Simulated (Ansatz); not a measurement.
Runs of Ansatz 0.2.0 on Hf. Symmetry: Fm-3m, No. 225, cubic system. The conventional cell has a = 4.440 Å, b = 4.440 Å, c = 4.440 Å, α = 90.00°, β = 90.00°, γ = 90.00°. Hf (site symmetry m-3m) has 12 Hf at 3.14 Å as nearest neighbours. This isn't the form of Hf at room conditions, which is hcp.

| potentials or basis | cutoff (eV) | basis error allowed | pressure (GPa) |
| --- | --- | --- | --- |
| all-electron LAPW, inner shells corrected to Dirac's equation | 211 | 0.001 eV/atom | (a) |
| all-electron LAPW, scalar-relativistic | 211 | 0.001 eV/atom | -1.7 |
| all-electron PAW datasets made for the crystal | 400 | - | -1.7 |
| all-electron LAPW, non-relativistic | 207 | 0.001 eV/atom | 2.1 |

Alike in all rows: task band structure; level PBEsol; no spin polarisation; cell as given; k mesh 10 × 10 × 10; smearing fermi-dirac 0.05 eV.

**Question.** Estimate the missing entries.

**Answer.** (a) -1.6.

Caveats: relativity is left out, which matters for the heavier elements (some runs).

The runs don't all hold the same shells in valence.
